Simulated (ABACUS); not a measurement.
# MnO (Fm-3m) in ABACUS: notebook

One crystal, MnO, is run at these levels: LDA, PBE; tasks: single point.

Program: ABACUS 3.10.1. These are calculated values, not measurements. Logs are shortened: lines on timing, memory, paths and dates and some standing lists are left out, and cuts for length are marked.

## 1. The structure

The structure is cubic, space group Fm-3m (No. 225). The conventional cell has a = 4.448 Å, b = 4.448 Å, c = 4.448 Å, α = 90.00°, β = 90.00°, γ = 90.00°. Mn (site symmetry m-3m) has 6 O at 2.22 Å as nearest neighbours. Around O (site symmetry m-3m) lie 6 Mn at 2.22 Å.

The cell is a database's computed one.

## 2. Single point, LDA, collinear spin, ferromagnetic start

Input file run_abacus.py:

```python
"""ABACUS run from a structure file: ASE reads it, the script writes STRU, KPT and INPUT."""
import re
import subprocess
import spglib
from ase import Atoms
from ase.io import read
from ase.units import Bohr

atoms = read("MnO.cif")
cell, frac, numbers = spglib.standardize_cell((atoms.cell[:], atoms.get_scaled_positions(), atoms.numbers), to_primitive=True, symprec=1e-4)
atoms = Atoms(numbers=numbers, cell=cell, scaled_positions=frac, pbc=True)  # the primitive cell
atoms = atoms[(-atoms.numbers).argsort(kind="stable")]  # ABACUS lists atoms element by element
pseudo = {'Mn': 'Mn_ONCV_PBE-1.2.upf', 'O': 'O_ONCV_PBE-1.2.upf'}
orbital = {'Mn': 'Mn_confined-atom_7au_3s2p2d1f.orb', 'O': 'O_confined-atom_6au_2s2p1d.orb'}
magmoms = [4.0, 0.0]
kmesh = [7, 7, 7]
params = {
    'suffix': 'MnO',
    'calculation': 'scf',
    'basis_type': 'lcao',
    'pseudo_dir': './',
    'orbital_dir': './',
    'symmetry': 1,
    'dft_functional': 'pz',
    'ecutwfc': 100,
    'pseudo_rcut': 7,
    'nspin': 2,
    'nbands': 23,
    'ks_solver': 'genelpa',
    'smearing_method': 'fd',
    'smearing_sigma': 0.00367493,
    'scf_thr': 1e-07,
    'scf_nmax': 100,
    'mixing_type': 'broyden',
    'mixing_beta': 0.4,
    'cal_force': 1,
    'cal_stress': 1,
    'out_mul': 1,
    'out_chg': 1,
    'out_pot': 2,
    'out_elf': 1,
}

symbols = atoms.get_chemical_symbols()
elements = list(dict.fromkeys(symbols))
lines = ["ATOMIC_SPECIES"] + [f"{e} {atoms.get_masses()[symbols.index(e)]:.4f} {pseudo[e]}" for e in elements]
if orbital:
    lines += ["", "NUMERICAL_ORBITAL"] + [orbital[e] for e in elements]
lines += ["", "LATTICE_CONSTANT", f"{1 / Bohr:.10f}", "", "LATTICE_VECTORS"]
lines += [" ".join(f"{x:.10f}" for x in v) for v in atoms.cell]
lines += ["", "ATOMIC_POSITIONS", "Direct"]
for e in elements:
    lines += ["", e, "0.0", str(symbols.count(e))]
    for i, p in enumerate(atoms.get_scaled_positions(wrap=False)):
        if symbols[i] == e:
            mag = "" if magmoms is None else " mag " + " ".join(str(x) for x in (magmoms[i] if isinstance(magmoms[i], list) else [magmoms[i]]))
            lines.append(" ".join(f"{x:.10f}" for x in p) + " 1 1 1" + mag)
open("STRU", "w").write("\n".join(lines) + "\n")
open("KPT", "w").write("K_POINTS\n0\nGamma\n%d %d %d 0 0 0\n" % tuple(kmesh))
open("INPUT", "w").write("INPUT_PARAMETERS\n" + "".join(f"{k:<20s}{v}\n" for k, v in params.items()))

done = subprocess.run(['mpirun', '-np', '4', 'abacus'])
if done.returncode:
    raise SystemExit(done.returncode)
log = open("OUT.MnO/running_scf.log").read()
print("final energy (eV):", re.findall(r"FINAL_ETOT_IS (\S+)", log))
```

Input file MnO.cif:

```cif
data_MnO
_cell_length_a 4.44781541
_cell_length_b 4.44781541
_cell_length_c 4.44781541
_cell_angle_alpha 90.00000000
_cell_angle_beta 90.00000000
_cell_angle_gamma 90.00000000
_space_group_name_H-M_alt 'Fm-3m'
_space_group_name_Hall '-F 4 2 3'
_space_group_IT_number 225
loop_
_space_group_symop_operation_xyz
'x,y,z'
'-x,-y,-z'
'-y,x,z'
'y,-x,-z'
'-x,-y,z'
'x,y,-z'
'y,-x,z'
'-y,x,-z'
'x,-y,-z'
'-x,y,z'
'-y,-x,-z'
'y,x,z'
'-x,y,-z'
'x,-y,z'
'y,x,-z'
'-y,-x,z'
'z,x,y'
'-z,-x,-y'
'z,-y,x'
'-z,y,-x'
'z,-x,-y'
'-z,x,y'
'z,y,-x'
'-z,-y,x'
'-z,x,-y'
'z,-x,y'
'-z,-y,-x'
'z,y,x'
'-z,-x,y'
'z,x,-y'
'-z,y,x'
'z,-y,-x'
'y,z,x'
'-y,-z,-x'
'x,z,-y'
'-x,-z,y'
'-y,z,-x'
'y,-z,x'
'-x,z,y'
'x,-z,-y'
'-y,-z,x'
'y,z,-x'
'-x,-z,-y'
'x,z,y'
'y,-z,-x'
'-y,z,x'
'x,-z,y'
'-x,z,-y'
'x,y+1/2,z+1/2'
'-x,-y+1/2,-z+1/2'
'-y,x+1/2,z+1/2'
'y,-x+1/2,-z+1/2'
[... 63 lines left out ...]
'-z+1/2,y,-x+1/2'
'z+1/2,-x,-y+1/2'
'-z+1/2,x,y+1/2'
'z+1/2,y,-x+1/2'
'-z+1/2,-y,x+1/2'
'-z+1/2,x,-y+1/2'
'z+1/2,-x,y+1/2'
'-z+1/2,-y,-x+1/2'
'z+1/2,y,x+1/2'
'-z+1/2,-x,y+1/2'
'z+1/2,x,-y+1/2'
'-z+1/2,y,x+1/2'
'z+1/2,-y,-x+1/2'
'y+1/2,z,x+1/2'
'-y+1/2,-z,-x+1/2'
'x+1/2,z,-y+1/2'
'-x+1/2,-z,y+1/2'
'-y+1/2,z,-x+1/2'
'y+1/2,-z,x+1/2'
'-x+1/2,z,y+1/2'
'x+1/2,-z,-y+1/2'
'-y+1/2,-z,x+1/2'
'y+1/2,z,-x+1/2'
'-x+1/2,-z,-y+1/2'
'x+1/2,z,y+1/2'
'y+1/2,-z,-x+1/2'
'-y+1/2,z,x+1/2'
'x+1/2,-z,y+1/2'
'-x+1/2,z,-y+1/2'
'x+1/2,y+1/2,z'
'-x+1/2,-y+1/2,-z'
'-y+1/2,x+1/2,z'
'y+1/2,-x+1/2,-z'
'-x+1/2,-y+1/2,z'
'x+1/2,y+1/2,-z'
'y+1/2,-x+1/2,z'
'-y+1/2,x+1/2,-z'
'x+1/2,-y+1/2,-z'
'-x+1/2,y+1/2,z'
'-y+1/2,-x+1/2,-z'
'y+1/2,x+1/2,z'
'-x+1/2,y+1/2,-z'
'x+1/2,-y+1/2,z'
'y+1/2,x+1/2,-z'
'-y+1/2,-x+1/2,z'
'z+1/2,x+1/2,y'
'-z+1/2,-x+1/2,-y'
'z+1/2,-y+1/2,x'
'-z+1/2,y+1/2,-x'
'z+1/2,-x+1/2,-y'
'-z+1/2,x+1/2,y'
'z+1/2,y+1/2,-x'
'-z+1/2,-y+1/2,x'
'-z+1/2,x+1/2,-y'
'z+1/2,-x+1/2,y'
'-z+1/2,-y+1/2,-x'
'z+1/2,y+1/2,x'
'-z+1/2,-x+1/2,y'
'z+1/2,x+1/2,-y'
'-z+1/2,y+1/2,x'
'z+1/2,-y+1/2,-x'
'y+1/2,z+1/2,x'
'-y+1/2,-z+1/2,-x'
'x+1/2,z+1/2,-y'
'-x+1/2,-z+1/2,y'
'-y+1/2,z+1/2,-x'
'y+1/2,-z+1/2,x'
'-x+1/2,z+1/2,y'
'x+1/2,-z+1/2,-y'
'-y+1/2,-z+1/2,x'
'y+1/2,z+1/2,-x'
'-x+1/2,-z+1/2,-y'
'x+1/2,z+1/2,y'
'y+1/2,-z+1/2,-x'
'-y+1/2,z+1/2,x'
'x+1/2,-z+1/2,y'
'-x+1/2,z+1/2,-y'
loop_
_atom_site_label
_atom_site_type_symbol
_atom_site_symmetry_multiplicity
_atom_site_Wyckoff_symbol
_atom_site_fract_x
_atom_site_fract_y
_atom_site_fract_z
_atom_site_occupancy
Mn1 Mn 4 a 0.0000000000 0.0000000000 0.0000000000 1
O1 O 4 b 0.5000000000 0.0000000000 0.0000000000 1
```

Potentials or basis: SG15 ONCV 1.2 PBE, DZP LCAO (the cutoffs set its grid).

The run is started by

```bash
OMP_NUM_THREADS=1 python run_abacus.py > log
```

running log:

```text
ABACUS v3.10.1

               Atomic-orbital Based Ab-initio Computation at UStc

 ------------------------------------------------------------------------------------

 READING GENERAL INFORMATION
                           global_out_dir = OUT.MnO/
                           global_in_card = INPUT
                               pseudo_dir = ./
                              orbital_dir = ./
                                    DSIZE = 4
                                    GSIZE = 1

 READING UNITCELL INFORMATION
                                    ntype = 2
                  lattice constant (Bohr) = 1.88973
              lattice constant (Angstrom) = 1

 READING ATOM TYPE 1
                               atom label = Mn
                      L=0, number of zeta = 3
                      L=1, number of zeta = 2
                      L=2, number of zeta = 2
                      L=3, number of zeta = 1
             number of atom for this type = 1
               magnetization of element 1 = 4

 READING ATOM TYPE 2
                               atom label = O
                      L=0, number of zeta = 2
                      L=1, number of zeta = 2
                      L=2, number of zeta = 1
             number of atom for this type = 1
               magnetization of element 2 = 0

                        TOTAL ATOM NUMBER = 2
DIRECT COORDINATES
    atom                   x                   y                   z     mag                  vx                  vy                  vz
taud_Mn1            0.0000000000        0.0000000000        0.0000000000  4.0000        0.0000000000        0.0000000000        0.0000000000
taud_O1            0.5000000000        0.5000000000        0.5000000000  0.0000        0.0000000000        0.0000000000        0.0000000000

                          Volume (Bohr^3) = 148.449
                             Volume (A^3) = 21.9978

 Lattice vectors: (Cartesian coordinate: in unit of a_0)
                   +0            +2.22391            +2.22391
             +2.22391                  +0            +2.22391
             +2.22391            +2.22391                  +0
 Reciprocal vectors: (Cartesian coordinate: in unit of 2 pi/a_0)
            -0.224829           +0.224829           +0.224829
            +0.224829           -0.224829           +0.224829
            +0.224829           +0.224829           -0.224829
 The esolver type has been set to : ksdft_lcao

                PAO radial cut off (Bohr) = 7

 Read in pseudopotential file is Mn_ONCV_PBE-1.2.upf
                     pseudopotential type = NC
          exchange-correlation functional = PBE
                 nonlocal core correction = 0
                        valence electrons = 15
                                     lmax = 2
                           number of zeta = 0
                     number of projectors = 6
                           L of projector = 0
[... 172 lines left out ...]
        4            301           3383

 SET NONLOCAL PSEUDOPOTENTIAL PROJECTORS
 SET NONLOCAL PSEUDOPOTENTIAL PROJECTORS
 max number of nonlocal projetors among all species is 6

 -------------------------------------------
 SELF-CONSISTENT
 -------------------------------------------

 SETUP SEARCHING RADIUS FOR PROGRAM TO SEARCH ADJACENT ATOMS
                  longest orb rcut (Bohr) = 7
   longest nonlocal projector rcut (Bohr) = 2.52
                     search radius (Bohr) = 19
              searching radius is (Bohr)) = 19
         searching radius unit is (Bohr)) = 1.89
                         PeriodicBoundary = 1
                        Radius(unit:lat0) = 10.1
                                   glayer = [ 5, 5, 5 ]
                             glayer_minus = [ 4, 4, 4 ]

Find the coordinate range of the input atom(unit:lat0).
                                  min_tau = [ -17.8, -17.8, -17.8 ]
                                  max_tau = [ 20, 20, 20 ]
                                BoxNumber = [ 9, 9, 9 ]

 SETUP EXTENDED REAL SPACE GRID FOR GRID INTEGRATION
                          real space grid = [ 40, 40, 40 ]
                 big cell numbers in grid = [ 8, 8, 8 ]
             meshcell numbers in big cell = [ 5, 5, 5 ]
                        extended fft grid = [ 12, 12, 12 ]
                dimension of extened grid = [ 33, 33, 33 ]
                            UnitCellTotal = 125
              Atom number in sub-FFT-grid = 2
    Local orbitals number in sub-FFT-grid = 39
                                ParaV.nnr = 35548
                                 init_chg = atomic

 LCAO ALGORITHM --------------- ION=   1  ELEC=   1--------------------------------
          total magnetism (Bohr mag/cell) = 4.54747
       absolute magnetism (Bohr mag/cell) = 4.54747
                        nelec for spin up = 12.7737
                      nelec for spin down = 8.22626
[... 196 lines left out ...]
 Density error is 4.24140753039e-08
----------------------------------------------------------
     Energy           Rydberg                 eV
----------------------------------------------------------
 E_KohnSham     -230.5377885980      -3136.6275292525
 E_KS(sigma->0) -230.5376119839      -3136.6251262938
 E_Harris       -230.5377876576      -3136.6275164577
 E_band         -17.9733557029       -244.5400497405
 E_one_elec     -92.1445340917       -1253.6907032027
 E_Hartree      55.7903514871        759.0666736476
 E_xc           -28.4752729781       -387.4259646070
 E_Ewald        -165.7079797871      -2254.5727291729
 E_entropy(-TS) -0.0003532283        -0.0048059175
 E_descf        0.0000000000         0.0000000000
 E_exx          0.0000000000         0.0000000000
 E_Fermi        0.9980127028         13.5786594341
----------------------------------------------------------

 charge density convergence is achieved
 final etot is -3136.6275293 eV
 EFERMI = 13.578659434 eV
The vacuum level is 9.8154612646 eV

 STATE ENERGY(eV) AND OCCUPATIONS    NSPIN == 2
SPIN UP :
 1/20 kpoint (Cartesian) = 0.0000 0.0000 0.0000 (606 pws)
       1       -67.6639     0.00291545
       2       -36.5336     0.00291545
       3       -36.5336     0.00291545
       4       -36.5336     0.00291545
       5       -6.74974     0.00291545
       6        9.65427     0.00291545
[... 140 lines left out ...]
      22        40.1370        0.00000
      23        42.0160        0.00000

[... levels at 34 further k points ...]

-------------------------------------------------
 Total Magnetism (uB)
-------------------------------------------------
                        Mn1         4.4478602536
                         O1         0.1369387062
-------------------------------------------------

 correction force for each atom along direction 1 is 7.74641e-15
 correction force for each atom along direction 2 is -3.61774e-16
 correction force for each atom along direction 3 is 8.55599e-15
------------------------------------------------------------------------------------------
 TOTAL-FORCE (eV/Angstrom)
------------------------------------------------------------------------------------------
                       Mn1         0.0000000000         0.0000000000         0.0000000000
                        O1         0.0000000000         0.0000000000         0.0000000000
------------------------------------------------------------------------------------------

----------------------------------------------------------------
 TOTAL-STRESS (KBAR)
----------------------------------------------------------------
      -138.9351104462         0.0000000000        -0.0000000000
        -0.0000000000      -138.9351104462        -0.0000000000
         0.0000000000        -0.0000000000      -138.9351104462
----------------------------------------------------------------
 TOTAL-PRESSURE: -138.935110 KBAR

 --------------------------------------------
 !FINAL_ETOT_IS -3136.6275292525428995 eV
 --------------------------------------------
```

It took 14 s on 4 MPI ranks of AMD EPYC 7R43 (Zen 3), shared host; peak memory 0.44 GiB.

What came out:

```yaml
Free_energy: -3136.6275 eV
Pressure: -13.9 GPa
Band_gap_on_the_k_mesh: none (metal or under the smearing width)
Net_moment: 4.58 μB per cell
Absolute_moment: 4.58 μB per cell
Site_moments: Mn +4.45; O +0.14 μB
Mulliken_charges: Mn +0.34; O -0.34 e
```

Caveat: the atomic orbitals were generated for these runs and aren't a published set; Mulliken charges move with the basis; the potentials were made for another functional, which shifts forces and pressure; the basis of atomic orbitals isn't converged, which shifts pressures, moduli and gaps; a cell with one magnetic atom can't hold antiferromagnetic order, which such compounds often take; semilocal functionals often make such compounds metallic where correlation or magnetic order opens a gap, which also shifts bond lengths. With open d or f shells a metallic result of LDA can be an artefact of self-interaction; +U or a hybrid may open a gap.

## 3. Single point, PBE, collinear spin, ferromagnetic start

run_abacus.py: that of step 2 with these lines changed.

```diff
@@ -23,3 +23,3 @@
     'symmetry': 1,
-    'dft_functional': 'pz',
+    'dft_functional': 'pbe',
     'ecutwfc': 100,
@@ -39,4 +39,2 @@
     'out_chg': 1,
-    'out_pot': 2,
-    'out_elf': 1,
 }
```

MnO.cif is that of step 2.

Potentials or basis: SG15 ONCV 1.2 PBE, DZP LCAO (the cutoffs set its grid).

The run is started by

```bash
OMP_NUM_THREADS=1 python run_abacus.py > log
```

It took 14 s on 4 MPI ranks of AMD EPYC 7R43 (Zen 3), shared host; peak memory 0.44 GiB.

It converged, with:

- Free energy: -3143.8541 eV
- Pressure: 3.5 GPa
- Band gap on the k mesh: none (metal or under the smearing width)
- Net moment: 4.85 μB per cell
- Absolute moment: 4.85 μB per cell
- Site moments: Mn +4.73; O +0.12 μB
- Mulliken charges: Mn +0.52; O -0.52 e

Levels at points of the mesh, in eV from the Fermi level:
Spin up:
```
           k point  band 11  band 12  band 13  band 14  band 15  band 16
(0.00, 0.00, 0.00)    -3.36    -2.83    -2.83    -0.26    15.39    16.36
```
Spin down:
```
           k point  band 5  band 6  band 7  band 8  band 9  band 10  band 11  band 12
(0.00, 0.00, 0.00)  -19.59   -3.27   -3.27   -3.27    0.94     0.94     0.94     0.99
```

Caveat: the atomic orbitals were generated for these runs and aren't a published set; Mulliken charges move with the basis; the basis of atomic orbitals isn't converged, which shifts pressures, moduli and gaps; a cell with one magnetic atom can't hold antiferromagnetic order, which such compounds often take; semilocal functionals often make such compounds metallic where correlation or magnetic order opens a gap, which also shifts bond lengths.
